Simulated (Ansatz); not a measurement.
# Elastic constants of Ta₂C: input and output

Theory: Ansatz 0.2.0, DFT PBEsol, scalar-relativistic, plane waves, PAW.

Launched with:
```bash
ansatz run input.yaml --threads 1 --pin off --max-ram 3072MiB --backend cpu --events-out ev --progress --plain --runs-dir out
```

Input (bare energies are in eV):
```yaml
crystal:
  lattice:
    - [3.0958855142, 0.0, 0.0]
    - [-1.5479427571, 2.6811155025, 0.0]
    - [0.0, 0.0, 4.9201740872]
  atoms:
    - { symbol: Ta, position: [0.3333333333, 0.6666666667, 0.2528276348] }
    - { symbol: Ta, position: [0.6666666667, 0.3333333333, 0.7471723652] }
    - { symbol: C, position: [0.0, 0.0, 0.0] }
basis:
  ecutwfc: 420
kpoints:
  mp_grid: { grid: [18, 18, 8] }
hamiltonian:
  xc: pbesol
scf:
  occupations: { method: fermi_dirac, width: 0.15 }
output:
  forces: true
  stress: true
  eigenvalues: true
elastic:
  mode: clamped_ion
  amplitude: 0.005
  stencil: two_point
```

From the output:
```
--- Elastic constants: 3 strain directions × 2 members + reference (group order 12) ---
  dense FFT box of the reference and of every strained cell: 24×24×36
  strains applied: 11, 33, 23; error gains: componentwise 1.00 (the most a stress slope's error grows in a printed constant), spectral 1.41 (1 for all six strains in a standard setting)
  C = ∂σ_k/∂η_j (tension-positive GPa; Voigt order 11 22 33 23 13 12):
       507.780    179.394    171.359    -52.980      0.000      0.000
       179.394    507.780    171.359     52.980      0.000      0.000
       171.346    171.346    547.353      0.000      0.000      0.000
       -52.990     52.990      0.000    182.200      0.000      0.000
         0.000      0.000      0.000      0.000    182.200    -52.990
         0.000      0.000      0.000      0.000    -52.980    164.193
  reference stress σ⁰ (GPa):     -0.002     -0.002     -0.000     -0.000     -0.000     -0.000
  C* (energy form; C + prestress term) asymmetry max|C*_kj − C*_jk| = 1.159e-2 GPa — a small one proves nothing (zero by symmetry where the batch's group is 432, −43m or m−3m); a large one is finite-difference/SCF noise where every solve ...
  moduli (Voigt/Reuss/Hill, GPa): K = 289.68/289.48/289.58   G = 175.11/161.12/168.12   E = 422.57   ν = 0.257
  mechanically stable: yes (min eigenvalue of sym C = 119.45 GPa)
  strain η (Voigt 11):  stress-route row diagonal C_11 = 507.78 GPa, energy-path curvature d²(F+E_count+ΔE)/dδ²/Ω₀ = 507.71 GPa
         δ    σ_11 (GPa) F (eV) n_scf n_hpsi n_pw
    -5.000e-3      -2.5834      -19861.7015222       9  272057    810
     5.000e-3       2.4944      -19861.7015626       7  236484    818
  strain η (Voigt 33):  stress-route row diagonal C_33 = 547.35 GPa, energy-path curvature d²(F+E_count+ΔE)/dδ²/Ω₀ = 547.30 GPa
         δ    σ_33 (GPa) F (eV) n_scf n_hpsi n_pw
    -5.000e-3      -2.7716      -19861.7014012       9  104239    818
     5.000e-3       2.7020      -19861.7014248       8   93511    818
  strain η (Voigt 23):  stress-route row diagonal C_44 = 182.20 GPa, energy-path curvature d²(F+E_count+ΔE)/dδ²/Ω₀ = 182.21 GPa
         δ    σ_23 (GPa) F (eV) n_scf n_hpsi n_pw
    -5.000e-3      -0.9161      -19861.7025776       8  254312    818
     5.000e-3       0.9059      -19861.7025816       7  228256    818
```

Time: 110 s on 1 thread of Intel(R) Xeon(R) Platinum 8488C (Sapphire Rapids) (shared host), peak memory 0.85 GiB.

In a metal, frequencies and elastic constants depend on the k mesh and the smearing, soft modes and shear constants most. Spin–orbit coupling is left out, which can shift energies with elements as heavy as these.

Clamped-ion constants are upper bounds: once the atoms relax, a strain can turn out softer or unstable.